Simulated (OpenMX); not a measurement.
Crystal: Sb.

```
CELL_PARAMETERS angstrom
-1.91168 1.89860 1.91097
1.86645 -1.92422 1.89137
1.82583 1.83838 -1.93660
ATOMIC_POSITIONS crystal
Sb 0.00668 0.00212 0.01774
```

The cell isn't the ideal one: cell strained at random at fixed volume.

Base run:

| Item | Value |
| --- | --- |
| Program | OpenMX 3.8.5 |
| Functional | PBE |
| Potentials or basis | OpenMX 2013 PBE set, Sb7.0-s3p2d2, grid cutoff 160 Ry |
| k mesh | 11 × 11 × 11 |
| Occupations | fermi-dirac, width 0.05 eV |
| Spin | no spin polarisation |

Its results: band gap on the k mesh none (metal or under the smearing width); pressure 6.3 GPa.

Problem. The run is repeated on the same cell with these changes: potentials or basis from OpenMX 2013 PBE set, Sb7.0-s3p2d2, grid cutoff 160 Ry to OpenMX 2013 PBE set, Sb7.0-s3p2d2f1, grid cutoff 500 Ry. What comes out?

Solution. Band gap on the k mesh none (metal or under the smearing width); pressure 3.8 GPa.

Caveats: the basis of atomic orbitals isn't converged, which shifts pressures, moduli and gaps; the real-space grid is coarse for these elements, which adds noise of up to some 20 meV/atom to energies and shifts forces, pressures and volumes (some runs).
